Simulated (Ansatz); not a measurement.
Working through relaxations under a series of pressures of ZnSe, space group F-43m

With Ansatz 0.2.0, Python API.

The cells in order, each with its output:

**Cell 1**
```python
import ansatz
from ase import Atoms
import numpy as np
```

**Cell 2**
```python
def edges_and_angles(cell):
    cell = np.asarray(cell)
    a, b, c = np.linalg.norm(cell, axis=1)
    cosines = cell[1] @ cell[2] / (b * c), cell[0] @ cell[2] / (a * c), cell[0] @ cell[1] / (a * b)
    return (a, b, c, *np.degrees(np.arccos(cosines)))
```

**Cell 3**
```python
atoms = Atoms(
    ['Zn', 'Se'],
    scaled_positions=[
        (0.0, 0.0, 0.0),
        (0.25, 0.25, 0.25),
    ],
    cell=[
        (0.0, 2.8338, 2.8338),
        (2.8338, 0.0, 2.8338),
        (2.8338, 2.8338, 0.0),
    ],
    pbc=True,
)
xtal = ansatz.Crystal.from_ase(atoms)
```

**Cell 4**
```python
xtal.resolved().sites[-1]
```
Output:
```text
Site(symbol='Se', position=(0.25, 0.25, 0.25), moment=None, axis=None, held=None, saved=None)
```

**Cell 5**
```python
calculation = (
    xtal.calculation()
    .occupations('fermi_dirac', width=0.01)
    .basis(510)
    .functional('PBEsol')
    .kpoints(mesh=(6, 6, 6))
)
```

**Cell 6**
```python
rows = []
for pressure in [-2, 0, 2, 5, 10]:
    done = calculation.relax(cell=True, pressure=pressure, max_steps=100).run(threads=1, backend='cpu')
    cell = done.lattice.cell_ang
    n_atoms = len(done.lattice.sites)
    volume = abs(np.linalg.det(cell)) / n_atoms
    enthalpy = done.report['free_energy_ev'] / n_atoms + pressure * volume / 160.21766
    rows.append((pressure, volume, enthalpy, *edges_and_angles(cell)))
    print(f'{pressure} GPa done: {volume:.4f} A^3/atom')
```
Output:
```text
-2 GPa done: 23.1053 A^3/atom
0 GPa done: 22.3538 A^3/atom
2 GPa done: 21.7237 A^3/atom
5 GPa done: 20.9287 A^3/atom
10 GPa done: 19.8840 A^3/atom
```

**Cell 7**
```python
print(' P (GPa)  V (A^3/atom)  H (eV/atom)     a       b       c')
for row in rows:
    print('{:8.1f} {:12.4f} {:14.5f} {:7.4f} {:7.4f} {:7.4f}'.format(*row[:6]))
p, v = np.array([row[0] for row in rows], float), np.array([row[1] for row in rows])
print('mean bulk modulus between rows (GPa):', np.round(-np.diff(p) / np.diff(np.log(v)), 1))
```
Output:
```text
 P (GPa)  V (A^3/atom)  H (eV/atom)     a       b       c
    -2.0      23.1053    -4353.50920  4.0280  4.0280  4.0280
     0.0      22.3538    -4353.22557  3.9838  3.9838  3.9838
     2.0      21.7237    -4352.95056  3.9460  3.9460  3.9460
     5.0      20.9287    -4352.55151  3.8973  3.8973  3.8973
    10.0      19.8840    -4351.91554  3.8313  3.8313  3.8313
mean bulk modulus between rows (GPa): [60.5 70.  80.5 97.6]
```

The volume falls from 23.11 Å³ an atom at -2 GPa to 19.88 at 10 GPa, by 13.9 %. Between -2 and 0 GPa, -V dP/dV is about 60 GPa, a mean over that step.

What to keep in mind:
- Absolute energies stand on the zero of these potentials, so only differences at equal settings mean something.
- At a fixed pressure a relaxation lowers the enthalpy F + PV, while F alone can rise.
- The starting cell is as deposited in a crystallographic database; the results hold for this polymorph, which needn't be the stable one.
- Symmetry holds the cell in this phase, whether or not it is the stable one at each pressure.
- It ran for 30 s on 1 thread of Arm Neoverse V2, on a shared host, peak memory 0.42 GiB.
